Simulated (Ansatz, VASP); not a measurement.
## One calculation of Pd, two programs

```
CELL_PARAMETERS angstrom
0.00000 2.04215 1.84766
2.04215 0.00000 1.84766
2.04215 2.04215 0.00000
ATOMIC_POSITIONS crystal
Pd 0.00000 0.00000 0.00000
```

Change from the starting cell: strain +0.050 along x and y, -0.050 along z, atoms carried along.

Alike in both runs: task single point; functional PBE; k mesh 20 × 20 × 20; occupations gaussian, width 0.15 eV; no spin polarisation.

```csv
,VASP,Ansatz
version,VASP 6.6.1,Ansatz 0.2.0
potentials or method,"VASP PAW PBE potentials, release 64 (Pd)","scalar-relativistic, plane waves, PAW"
plane-wave cutoff (eV),520,420
valence electrons in the cell,10,18
```

Ansatz gave:

```
gap on the k mesh at the Fermi level (eV)       : none
pressure (GPa)                                  : -0.5
largest component of the traceless stress (GPa) : 1.82
```

Problem. What did VASP give for the same quantities?

Solution. gap on the k mesh at the Fermi level (eV): none; pressure (GPa): -0.8; largest component of the traceless stress (GPa): 1.80.

A gap of «none» marks a metal or a gap that the smearing closes. With one functional, cell and mesh, what is left measures potentials, basis and numerics. The two sets of potentials don't hold the same shells in valence.
